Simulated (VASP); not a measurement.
# MgS in VASP 6.6.1, single-point calculation

INCAR

```
NELM = 69
LCHARG = .FALSE.
EDIFF = 1E-7
IBRION = -1
LREAL = .FALSE.
ISMEAR = -1
LWAVE = .FALSE.
MAGMOM = 1
NBANDS = 11
ENCUT = 520
ISIF = 2
GGA = PE
ISPIN = 2
LASPH = .TRUE.
NSW = 0
SIGMA = 0.02
PREC = Accurate
```

KPOINTS

```
KPOINTS created by Atomic Simulation Environment
0
Gamma
8 8 8
0 0 0
```

POSCAR

```
Mg S
 1.0000000000000000
     0.0000000000000000    2.8308768411999998    2.8025680728000002
     2.8308768411999998    0.0000000000000000    2.8025680728000002
     2.8308768411999998    2.8308768411999998    0.0000000000000000
 Mg  S
   1   1
Cartesian
  0.0000000000000000  0.0000000000000000  0.0000000000000000
  1.4154384205999997  1.4154384205999997  1.4012840364000001
```

The recommended PBE PAW datasets give the neutral cell 8 valence electrons.

Command

```
mpirun -np 1 vasp_std
```

Standard output (part)

```
POSCAR found type information on POSCAR MgS
 POSCAR found :  2 types and       2 ions
|     EEEEEEE  RRRRRR   RRRRRR   OOOOOOO  RRRRRR      ###     ###     ###     |
|     E        R     R  R     R  O     O  R     R     ###     ###     ###     |
|     E        R     R  R     R  O     O  R     R     ###     ###     ###     |
|     EEEEE    RRRRRR   RRRRRR   O     O  RRRRRR       #       #       #      |
|     E        R    R   R    R   O     O  R    R      ###     ###     ###     |
|     EEEEEEE  R     R  R     R  OOOOOOO  R     R     ###     ###     ###     |
|     ERROR: You have set 1 value(s) for MAGMOM; however for                  |
|     spin-polarized calculations (ISPIN=2), MAGMOM has to be a list of       |
|     NIONS values. NIONS=2 in your calculation.                              |
|       ---->  I REFUSE TO CONTINUE WITH THIS SICK JOB ... BYE!!! <----       |
```

VASP stopped before the first electronic step.

Problem. What is wrong with this input?

Solution. Too few starting moments. VASP stopped before the first electronic step.
